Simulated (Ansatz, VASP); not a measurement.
## SiC (Moissanite): VASP beside Ansatz

```
Si C
1.0
     3.09637    0.00000    0.00000
    -1.54819    2.68154    0.00000
     0.00000    0.00000    5.08143
Si C
2 2
Direct
  0.66667 0.33333 0.50000
  0.33333 0.66667 0.00000
  0.66667 0.33333 0.88500
  0.33333 0.66667 0.38500
```

Alike in both runs: task single point; functional BLYP; dispersion D3(BJ); k mesh 10 × 10 × 5; occupations fermi-dirac, width 0.05 eV; no spin polarisation.

```csv
,VASP,Ansatz
version,VASP 6.6.1,Ansatz 0.2.0
potentials or method,"VASP PAW PBE potentials, release 64 (Si, C)",Ansatz PAW
plane-wave cutoff (eV),520,420
valence electrons in the cell,16,16
```

VASP gave:

| Quantity | Value |
| --- | --- |
| gap on the k mesh at the Fermi level (eV) | 2.81 |
| least direct gap on the mesh (eV) | 4.29 |
| pressure (GPa) | -5.2 |
| largest component of the traceless stress (GPa) | 1.95 |
| rms of the force components (eV/Å) | 0.425 |
| dispersion energy (meV/atom) | -631.2 |

Q: Estimate Ansatz's values.

A: gap on the k mesh at the Fermi level (eV): 2.81; least direct gap on the mesh (eV): 4.28; pressure (GPa): -5.7; largest component of the traceless stress (GPa): 1.95; rms of the force components (eV/Å): 0.423; dispersion energy (meV/atom): -631.3.

Atom by atom the forces differ by 0.001 eV/Å (rms over components).

Caveats: the PAW data sets were made with another functional, which shifts forces and pressure a little (VASP); an odd mesh through Γ misses points on the zone boundary, where band edges often lie (VASP); odd divisions of the mesh miss points on the zone boundary, where band edges often lie, so the gap on the mesh can be too wide (Ansatz); the pressure holds a Pulay correction of +0.4 GPa for the finite cutoff (Ansatz); the PAW data sets come from PBE, with cores solved anew for the run's functional, which leaves a small shift of forces and pressure (Ansatz).
